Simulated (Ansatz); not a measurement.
Sr: what relativity and spin–orbit coupling change

```
Sr
1.0
     0.00000    4.80912    4.80912
     4.80912    0.00000    4.80912
     4.80912    4.80912    0.00000
Sr
2
Direct
  0.00000 0.00000 0.00000
  0.25000 0.25000 0.25000
```

Atom numbers follow the list: Sr1, Sr2.

The cell was built from the diamond type and relaxed in the same program, and has space group Fd-3m; it needn't be a known or the stable phase.

One fixed cell is solved with PBE by frozen-core PAW in Ansatz 0.2.0 under different relativistic treatments. Pressure is positive in compression.

Numerical set-up: a Γ-centred 11×11×11 k mesh, Fermi–Dirac smearing of 0.08 eV, cutoff 420 eV, no spin polarisation.

```
                 setting  P (GPa)  lowest level at Γ above −25 eV, from the valence-band top or, without a gap, the Fermi level (eV)
     scalar-relativistic     0.01                                                                                                  ?
with spin–orbit coupling     0.00                                                                                                  ?
```

What belongs in the row "with spin–orbit coupling", column "lowest level at Γ above −25 eV, from the valence-band top or, without a gap, the Fermi level (eV)"?

-20.39.

What belongs in the row "scalar-relativistic", column "lowest level at Γ above −25 eV, from the valence-band top or, without a gap, the Fermi level (eV)"?

-19.61.
